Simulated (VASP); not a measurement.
The system is Si.

```
CELL_PARAMETERS angstrom
0.00000 2.71550 2.71550
2.71550 0.00000 2.71550
2.71550 2.71550 0.00000
ATOMIC_POSITIONS crystal
Si 0.00000 0.00000 0.00000
Si 0.25000 0.25000 0.25000
```

| Item | Value |
| --- | --- |
| Program | VASP 6.6.1 |
| Task | relaxation of cell and atoms |
| Functional | PBE |
| Potentials or basis | VASP PAW PBE potentials, release 64 (Si) |
| Cutoff | 600 eV |
| k mesh | 11 × 11 × 11 |
| Occupations | fermi-dirac, width 0.05 eV |
| Spin | no spin polarisation |

At the start: pressure 1.9 GPa; volume 20.02 Å³/atom.

Where does the relaxation end?

Over 3 steps the energy falls by 2.5 meV/atom and the volume is 20.44 Å³/atom (+2.1 %); space group Fd-3m (No. 227, to 0.05 Å).

Step by step:
```csv
step,energy change (eV),largest force (eV/Å),pressure (GPa),volume (Å³)
1,0.0000,0.0000,1.94,40.05
2,-0.0027,0.0000,-1.21,41.47
3,-0.0049,0.0000,0.01,40.89
```

Final structure:
```
Si
1.0
     0.00000    2.73429    2.73429
     2.73429    0.00000    2.73429
     2.73429    2.73429    0.00000
Si
2
Direct
  0.00000 0.00000 0.00000
  0.25000 0.25000 0.25000
```
